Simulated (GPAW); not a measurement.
# TePb (Pm-3m) in GPAW: a series of runs

Aim: see how the results for TePb move with the level of theory and the settings. Levels: revPBE, BLYP. Tasks: relaxation of cell and atoms.

Everything below comes from runs of GPAW 26.7.0. Logs are shortened: lines on timing, memory, paths and dates and some standing lists are left out, and cuts for length are marked. The log counts tension as positive stress, the text compression.

## 1. The structure

The structure is cubic, space group Pm-3m (No. 221). Conventional cell: a = 4.002 Å, b = 4.002 Å, c = 4.002 Å, α = 90.00°, β = 90.00°, γ = 90.00°. Around Pb (site symmetry m-3m) lie 8 Te at 3.47 Å. Te (site symmetry m-3m) has 8 Pb at 3.47 Å as nearest neighbours.

Measurements of this composition are mostly on another form, of space group No. 225.

## 2. Relaxation of cell and atoms, revPBE, target pressure 10 GPa, at which the enthalpy is minimised

The input, run.py:

```python
from ase.filters import FrechetCellFilter
from ase.io import read, write
from ase.optimize import LBFGS
from ase.units import GPa
from gpaw import GPAW, PW

atoms = read('TePb.xyz')

calc = GPAW(mode=PW(600),
            xc='revPBE',
            kpts={'size': (7, 7, 7), 'gamma': True},
            occupations={'name': 'fermi-dirac', 'width': 0.05},
            nbands=19,
            convergence={'density': 1e-05, 'forces': 0.0001},
            maxiter=150,
            txt='gpaw.txt')
atoms.calc = calc
opt = LBFGS(FrechetCellFilter(atoms, scalar_pressure=10 * GPa), trajectory='relax.traj', logfile='-')
done = opt.run(fmax=0.01, steps=40)
calc.write('gs.gpw')
write('result.traj', atoms)
print('Converged:', done)
print('Cell:', atoms.cell.cellpar().round(4))
print('Volume:', round(atoms.get_volume(), 4))
print(atoms.get_scaled_positions().round(5))
```

The input, TePb.xyz:

```xyz
2
Lattice="4.0022870000 0.0000000000 0.0000000000 0.0000000000 4.0022870000 0.0000000000 0.0000000000 0.0000000000 4.0022870000" Properties=species:S:1:pos:R:3 pbc="T T T"
Pb     0.0000000000      0.0000000000      0.0000000000
Te     2.0011435000      2.0011435000      2.0011435000
```

Potentials or basis: the program's PAW data sets (release 1.2.1) made for this functional, pw.

Started as:

```console
$ OMP_NUM_THREADS=1 python run.py
```

gpaw.txt:

```text
__  _  _
 | _ |_)|_||  |
 |__||  | ||/\| - 26.7.0

Input parameters:
  mode=PW(ecut=600.0),
  convergence={'density': 1e-05, 'forces': 0.0001},
  kpts=MonkhorstPack(size=(7, 7, 7), gamma=True),
  maxiter=150,
  nbands=19,
  occupations=Occupations(name='fermi-dirac', width=0.05),
  xc=XC(name='revPBE')

Diagonalizing LCAO Hamiltonian
Converting LCAO to pw mode
   .---------.
  /|         |
 * |         |
 | |         |
 | |   Te    |
 | .---------.
 |/         /
 Pb--------*

Atoms  # Å, Bohr magnetons
|   | symbol |        x |        y |        z |    initial magnetic moments |
|---|--------|----------|----------|----------|-----------------------------|
| 0 |     Pb | 0.000000 | 0.000000 | 0.000000 | ( 0.0000,  0.0000,  0.0000) |
| 1 |     Te | 2.001143 | 2.001143 | 2.001143 | ( 0.0000,  0.0000,  0.0000) |

Unit cell  # Å
| periodic |        x |        y |        z |  lengths |    angles |
|----------|----------|----------|----------|----------|-----------|
|      yes | 4.002287 | 0.000000 | 0.000000 | 4.002287 | 90.000000 |
|      yes | 0.000000 | 4.002287 | 0.000000 | 4.002287 | 90.000000 |
|      yes | 0.000000 | 0.000000 | 4.002287 | 4.002287 | 90.000000 |

Number of symmetries: 48
Symmetry operations  # r_c * U_cc + t_c -> r_c
|    | kind |            matrix            |
|----|------|------------------------------|
|  0 |  E   |  1, 0, 0,  0, 1, 0,  0, 0, 1 |
|  1 |  σ   |  1, 0, 0,  0, 1, 0,  0, 0,-1 |
|  2 |  σ   |  1, 0, 0,  0, 0, 1,  0, 1, 0 |
|  3 |  C4  |  1, 0, 0,  0, 0, 1,  0,-1, 0 |
|  4 |  C4  |  1, 0, 0,  0, 0,-1,  0, 1, 0 |
|  5 |  σ   |  1, 0, 0,  0, 0,-1,  0,-1, 0 |
|  6 |  σ   |  1, 0, 0,  0,-1, 0,  0, 0, 1 |
|  7 |  C2  |  1, 0, 0,  0,-1, 0,  0, 0,-1 |
|  8 |  σ   |  0, 1, 0,  1, 0, 0,  0, 0, 1 |
[... 232 lines left out ...]
Stress tensor  # eV/Ang^3
|         x |         y |         z |
|-----------|-----------|-----------|
| -0.005321 |  0.000000 |  0.000000 |
|  0.000000 | -0.005321 |  0.000000 |
|  0.000000 |  0.000000 | -0.005321 |

Forces  # eV/Ang
|        x |        y |        z |
|----------|----------|----------|
| -0.00000 | -0.00000 |  0.00000 |  # Pb   0
|  0.00000 |  0.00000 | -0.00000 |  # Te   1

Interpolating wave functions to new cell

              Te

       Pb

Atoms  # Å, Bohr magnetons
|   | symbol |         x |         y |        z |    initial magnetic moments |
|---|--------|-----------|-----------|----------|-----------------------------|
| 0 |     Pb | -0.000000 | -0.000000 | 0.000000 | ( 0.0000,  0.0000,  0.0000) |
| 1 |     Te |  1.975154 |  1.975154 | 1.975154 | ( 0.0000,  0.0000,  0.0000) |

Unit cell  # Å
| periodic |         x |         y |        z |  lengths |    angles |
|----------|-----------|-----------|----------|----------|-----------|
|      yes |  3.950308 | -0.000000 | 0.000000 | 3.950308 | 90.000000 |
|      yes | -0.000000 |  3.950308 | 0.000000 | 3.950308 | 90.000000 |
|      yes |  0.000000 |  0.000000 | 3.950308 | 3.950308 | 90.000000 |

Number of symmetries: 48
Symmetry operations  # r_c * U_cc + t_c -> r_c
|    | kind |            matrix            |
|----|------|------------------------------|
|  0 |  E   |  1, 0, 0,  0, 1, 0,  0, 0, 1 |
|  1 |  σ   |  1, 0, 0,  0, 1, 0,  0, 0,-1 |
|  2 |  σ   |  1, 0, 0,  0, 0, 1,  0, 1, 0 |
|  3 |  C4  |  1, 0, 0,  0, 0, 1,  0,-1, 0 |
|  4 |  C4  |  1, 0, 0,  0, 0,-1,  0, 1, 0 |
|  5 |  σ   |  1, 0, 0,  0, 0,-1,  0,-1, 0 |
|  6 |  σ   |  1, 0, 0,  0,-1, 0,  0, 0, 1 |
|  7 |  C2  |  1, 0, 0,  0,-1, 0,  0, 0,-1 |
|  8 |  σ   |  0, 1, 0,  1, 0, 0,  0, 0, 1 |
[... 231 lines left out ...]
Stress tensor  # eV/Ang^3
|         x |         y |         z |
|-----------|-----------|-----------|
| -0.016025 | -0.000000 |  0.000000 |
| -0.000000 | -0.016025 |  0.000000 |
|  0.000000 |  0.000000 | -0.016025 |

Forces  # eV/Ang
|        x |        y |        z |
|----------|----------|----------|
| -0.00000 | -0.00000 |  0.00000 |  # Pb   0
| -0.00000 | -0.00000 | -0.00000 |  # Te   1

Interpolating wave functions to new cell

             Te

       Pb

Atoms  # Å, Bohr magnetons
|   | symbol |         x |         y |        z |    initial magnetic moments |
|---|--------|-----------|-----------|----------|-----------------------------|
| 0 |     Pb | -0.000000 | -0.000000 | 0.000000 | ( 0.0000,  0.0000,  0.0000) |
| 1 |     Te |  1.885042 |  1.885042 | 1.885042 | ( 0.0000,  0.0000,  0.0000) |

Unit cell  # Å
| periodic |         x |        y |        z |  lengths |    angles |
|----------|-----------|----------|----------|----------|-----------|
|      yes |  3.770083 | 0.000000 | 0.000000 | 3.770083 | 90.000000 |
|      yes | -0.000000 | 3.770083 | 0.000000 | 3.770083 | 90.000000 |
|      yes |  0.000000 | 0.000000 | 3.770083 | 3.770083 | 90.000000 |

Number of symmetries: 48
Symmetry operations  # r_c * U_cc + t_c -> r_c
|    | kind |            matrix            |
|----|------|------------------------------|
|  0 |  E   |  1, 0, 0,  0, 1, 0,  0, 0, 1 |
|  1 |  σ   |  1, 0, 0,  0, 1, 0,  0, 0,-1 |
|  2 |  σ   |  1, 0, 0,  0, 0, 1,  0, 1, 0 |
|  3 |  C4  |  1, 0, 0,  0, 0, 1,  0,-1, 0 |
|  4 |  C4  |  1, 0, 0,  0, 0,-1,  0, 1, 0 |
|  5 |  σ   |  1, 0, 0,  0, 0,-1,  0,-1, 0 |
|  6 |  σ   |  1, 0, 0,  0,-1, 0,  0, 0, 1 |
|  7 |  C2  |  1, 0, 0,  0,-1, 0,  0, 0,-1 |
|  8 |  σ   |  0, 1, 0,  1, 0, 0,  0, 0, 1 |
[... 233 lines left out ...]
Stress tensor  # eV/Ang^3
|         x |         y |         z |
|-----------|-----------|-----------|
| -0.065541 |  0.000000 |  0.000000 |
|  0.000000 | -0.065541 |  0.000000 |
|  0.000000 |  0.000000 | -0.065541 |

Forces  # eV/Ang
|       x |        y |       z |
|---------|----------|---------|
| 0.00000 |  0.00000 | 0.00000 |  # Pb   0
| 0.00000 | -0.00000 | 0.00000 |  # Te   1

Interpolating wave functions to new cell

             Te

       Pb

Atoms  # Å, Bohr magnetons
|   | symbol |         x |         y |        z |    initial magnetic moments |
|---|--------|-----------|-----------|----------|-----------------------------|
| 0 |     Pb | -0.000000 | -0.000000 | 0.000000 | ( 0.0000,  0.0000,  0.0000) |
| 1 |     Te |  1.889919 |  1.889919 | 1.889919 | ( 0.0000,  0.0000,  0.0000) |

Unit cell  # Å
| periodic |         x |        y |        z |  lengths |    angles |
|----------|-----------|----------|----------|----------|-----------|
|      yes |  3.779838 | 0.000000 | 0.000000 | 3.779838 | 90.000000 |
|      yes | -0.000000 | 3.779838 | 0.000000 | 3.779838 | 90.000000 |
|      yes |  0.000000 | 0.000000 | 3.779838 | 3.779838 | 90.000000 |

Number of symmetries: 48
Symmetry operations  # r_c * U_cc + t_c -> r_c
|    | kind |            matrix            |
|----|------|------------------------------|
|  0 |  E   |  1, 0, 0,  0, 1, 0,  0, 0, 1 |
|  1 |  σ   |  1, 0, 0,  0, 1, 0,  0, 0,-1 |
|  2 |  σ   |  1, 0, 0,  0, 0, 1,  0, 1, 0 |
|  3 |  C4  |  1, 0, 0,  0, 0, 1,  0,-1, 0 |
|  4 |  C4  |  1, 0, 0,  0, 0,-1,  0, 1, 0 |
|  5 |  σ   |  1, 0, 0,  0, 0,-1,  0,-1, 0 |
|  6 |  σ   |  1, 0, 0,  0,-1, 0,  0, 0, 1 |
|  7 |  C2  |  1, 0, 0,  0,-1, 0,  0, 0,-1 |
|  8 |  σ   |  0, 1, 0,  1, 0, 0,  0, 0, 1 |
[... 231 lines left out ...]
Stress tensor  # eV/Ang^3
|         x |         y |         z |
|-----------|-----------|-----------|
| -0.062276 | -0.000000 |  0.000000 |
| -0.000000 | -0.062276 |  0.000000 |
|  0.000000 |  0.000000 | -0.062276 |

Forces  # eV/Ang
|        x |        y |       z |
|----------|----------|---------|
| -0.00000 | -0.00000 | 0.00000 |  # Pb   0
|  0.00000 |  0.00000 | 0.00000 |  # Te   1

# Writing to gs.gpw (mode='')
```

stdout:

```text
Step          Energy          fmax
LBFGS:    0       -2.722601        1.830132
LBFGS:    1       -2.850445        1.429854
LBFGS:    2       -3.039418        0.083762
LBFGS:    3       -3.040058        0.003749
Converged: True
Cell: [ 3.7798  3.7798  3.7798 90.     90.     90.    ]
Volume: 54.0032
[[0.  0.  0. ]
 [0.5 0.5 0.5]]
```

Run time: 94 s. Hardware: 1 thread of Arm Neoverse N1, shared host; peak memory 0.21 GiB.

What came out:

| Quantity | Value |
| --- | --- |
| Free energy | -6.4107 eV |
| Relaxed volume | 27.00 Å³/atom |
| Relaxed cell | a = 3.780 Å, b = 3.780 Å, c = 3.780 Å, α = 90.00°, β = 90.00°, γ = 90.00° |
| Space group after relaxing (to 0.05 Å) | Pm-3m (No. 221) |
| Energy change on relaxing (the enthalpy is what falls) | +158.2 meV/atom |
| Ionic steps | 4 |
| Pressure after relaxing | 10.0 GPa |
| Band gap on the k mesh | none (metal or under the smearing width) |

Step by step:
```tsv
step	energy change (eV)	largest force (eV/Å)	pressure (GPa)	volume (Å³)
1	0.0000	0.0000	0.85	64.11
2	0.0270	0.0000	2.57	61.64
3	0.3427	0.0000	10.50	53.59
4	0.3163	0.0000	9.98	54.00
```

Final structure:
```
CELL_PARAMETERS angstrom
3.77984 0.00000 0.00000
0.00000 3.77984 0.00000
0.00000 0.00000 3.77984
ATOMIC_POSITIONS crystal
Pb 0.00000 0.00000 0.00000
Te 0.50000 0.50000 0.50000
```

Caveat: later steps reuse the first step's grids; the volume moved by over 15 % at a fixed basis, so the end points are rough.

## 3. Relaxation of cell and atoms, BLYP

The input, run.py:

```python
from ase import Atoms
from ase.filters import FrechetCellFilter
from ase.io import write
from ase.optimize import BFGS
from gpaw import GPAW, PW, setup_paths

setup_paths.insert(0, '.')

atoms = Atoms(['Pb', 'Te'],
              cell=[[4.002287, 0.0, 0.0],
                    [0.0, 4.002287, 0.0],
                    [0.0, 0.0, 4.002287]],
              scaled_positions=[[0.0, 0.0, 0.0],
                                [0.5, 0.5, 0.5]],
              pbc=True)

calc = GPAW(mode=PW(600),
            xc='BLYP',
            kpts={'size': (7, 7, 7), 'gamma': True},
            occupations={'name': 'fermi-dirac', 'width': 0.05},
            nbands=19,
            convergence={'density': 1e-05, 'forces': 0.0001},
            eigensolver='davidson',
            maxiter=150,
            txt='gpaw.txt')
atoms.calc = calc
opt = BFGS(FrechetCellFilter(atoms), trajectory='relax.traj', logfile='-')
done = opt.run(fmax=0.01, steps=60)
calc.write('gs.gpw')
write('result.traj', atoms)
print('Converged:', done)
print('Cell:', atoms.cell.cellpar().round(4))
print('Volume:', round(atoms.get_volume(), 4))
print(atoms.get_scaled_positions().round(5))
```

Potentials or basis: PAW data sets generated in the run's folder for this functional, pw.

Started as:

```console
$ gpaw-setup -f BLYP Pb Te
$ OMP_NUM_THREADS=1 python run.py
```

Run time: 94 s. Hardware: 1 thread of Arm Neoverse N1, shared host; peak memory 0.22 GiB.

It converged, with:

```yaml
Free_energy: -6.0405 eV
Relaxed_volume: 34.88 Å³/atom
Relaxed_cell: a = 4.116 Å, b = 4.116 Å, c = 4.116 Å, α = 90.00°, β = 90.00°, γ = 90.00°
Space_group_after_relaxing_to_0.05_Å: Pm-3m (No. 221)
Energy_gained_by_relaxing: 29.6 meV/atom
Ionic_steps: 4
Pressure_after_relaxing: 0.0 GPa
Band_gap_on_the_k_mesh: none (metal or under the smearing width)
```

Step by step:
```
step  energy change (eV)  largest force (eV/Å)  pressure (GPa)  volume (Å³)
   1              0.0000                0.0000            3.48        64.11
   2             -0.0193                0.0000            2.78        65.07
   3             -0.0588                0.0000            0.21        69.36
   4             -0.0591                0.0000            0.02        69.75
```

Final structure:
```
Pb Te
1.0
     4.11638    0.00000    0.00000
     0.00000    4.11638    0.00000
     0.00000    0.00000    4.11638
Pb Te
1 1
Direct
  0.00000 0.00000 0.00000
  0.50000 0.50000 0.50000
```

Levels at points of the mesh, in eV from the Fermi level:
```
           k point  band 8  band 9  band 10  band 11  band 12  band 13
(0.00, 0.00, 0.00)   -1.42   -1.42    -1.42     4.46     4.46     4.48
```

Caveat: later steps reuse the first step's grids. The run has no spin-orbit coupling, so splittings on Pb, Te are missing.
